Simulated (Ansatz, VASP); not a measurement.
One calculation of SnO2, two programs

```
Sn O
1.0
     3.54935    0.00000    0.00000
     0.00000    3.54935    0.00000
     0.00000    0.00000    5.42775
Sn O
2 4
Direct
  0.00000 0.00000 0.00000
  0.50000 0.50000 0.50000
  0.00000 0.50000 0.32278
  0.00000 0.50000 0.82278
  0.50000 0.00000 0.67722
  0.50000 0.00000 0.17722
```

Alike in both runs: functional r2SCAN; k mesh 8 × 8 × 6; occupations gaussian, width 0.02 eV; no spin polarisation.

Ansatz relaxed the structure, and its values are those at the end. VASP's run is a single point on that final structure, the one shown.

|  | VASP | Ansatz |
| --- | --- | --- |
| version | VASP 6.6.1 | Ansatz 0.2.0 |
| potentials or method | VASP PAW PBE potentials, release 64 (Sn_d, O) | scalar-relativistic, plane waves, PAW |
| plane-wave cutoff (eV) | 520 | 500 |
| valence electrons in the cell | 52 | 52 |

Ansatz gave:

* gap on the k mesh at the Fermi level (eV): 1.70
* least direct gap on the mesh (eV): 1.83
* pressure (GPa): 0.0
* rms of the force components (eV/Å): 0.001

**Question.** What did VASP give for the same quantities?

**Answer.** gap on the k mesh at the Fermi level (eV): 1.72; least direct gap on the mesh (eV): 1.85; pressure (GPa): 1.2; rms of the force components (eV/Å): 0.030.

Caveats: the PAW data sets were made with another functional, which shifts forces and pressure a little (VASP); spin-orbit coupling is left out, which moves the levels of the heavy elements. A k mesh can miss the band edges.
